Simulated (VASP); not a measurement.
Input of a VASP 6.6.1 run:

File INCAR:

```
PREC = Accurate ; ENCUT = 520
EDIFF = 1E-6 ; ISMEAR = -1
SIGMA = 0.05 ; LREAL = Auto
LASPH = T ; NELM = 80
ALGO = Normal ; ISIF = 2
LWAVE = F ; LCHARG = F
GGA = PE ; IVDW = 12
NBANDS = 74
```

Contents of KPOINTS:

```
regular mesh
0
Gamma
  1 1 1
```

The input POSCAR:

```
H3CN
1.0
    7.8297350000      0.0000000000      0.0000000000
    0.0000000000      7.8297350000      0.0000000000
    0.0000000000      0.0000000000      7.8297350000
C H N
8 24 8
Direct
   -0.0147642289      0.7618137779      0.2327154112
    0.0455698692      0.8805534287      0.0896198914
    0.2269425466      0.2949525112      0.4994805060
    0.0609726894      0.2696515272      0.3926825110
    0.6866515917     -0.0275360533      0.5801601204
    0.7074824371      0.0999522972      0.7265635427
    0.5443862404      0.9106438468      0.1424952441
    0.5900327406      1.0999095116      0.1658676826
   -0.1483064242      0.7926449618      0.2597661351
   -0.0103834932      0.6198677222      0.2057413182
    0.0542036225      0.7744578840      0.3545841590
    0.1816664293      0.9078085018      0.0608066557
   -0.0192471393      0.8498882785     -0.0309078149
   -0.0060155293      1.0052192060      0.1171048573
    0.3376104044      0.2344906948      0.4395040190
    0.2563305144      0.4336034361      0.5062368011
    0.2000195409      0.2542359352      0.6311069276
   -0.0631566713      0.2897671505      0.4588788765
    0.0681249110      0.3626942674      0.2891285593
    0.0559789061      0.1372332525      0.3376870354
    0.5627904393     -0.0257352260      0.5146406615
    0.7927726800      0.0153389610      0.5025457439
    0.7156819484     -0.1575149095      0.6225242617
    0.8221861915      0.0997096326      0.8008189294
    0.7032294196      0.2289604948      0.6737137336
    0.5970317003      0.0816119575      0.8113429126
    0.4436676337      0.8785227086      0.2380412619
    0.5139637548      0.9098647655      0.0124014414
    0.6568676973      0.8307049983      0.1661742064
    0.6920540733      1.1442532857      0.0832212074
    0.4816382675      1.1766170886      0.1251766503
    0.6126133260      1.1365646475      0.2970215467
    0.8203470488      0.5443606968      0.8852023727
    0.9450255979      0.5117925447      0.8307049983
    0.5848473799      0.5408101296      0.4517138830
    0.6428314624      0.4969133694      0.3311606332
    0.2793197982      0.8754702426      0.7420046783
    0.1622277127      0.8728520186      0.6649267185
    0.3823245614      0.5373234215      0.8805534287
    0.3470615544      0.4887010863      1.0097787473
```

Potentials or basis: VASP PAW PBE potentials, release 64 (C, H, N).

Command:

```bash
$ cat potpaw_PBE.64/C/POTCAR potpaw_PBE.64/H/POTCAR potpaw_PBE.64/N/POTCAR > POTCAR
$ mpirun -np 1 vasp_gam > vasp.out
```

(1) Predict the band gap on the k mesh.

(2) What does it give for the dispersion energy per atom?

## Answers

(1) 5.29 eV, direct.

(2) -0.042 eV.

Caveat: the standard files for N, O and F lose accuracy on very short bonds.
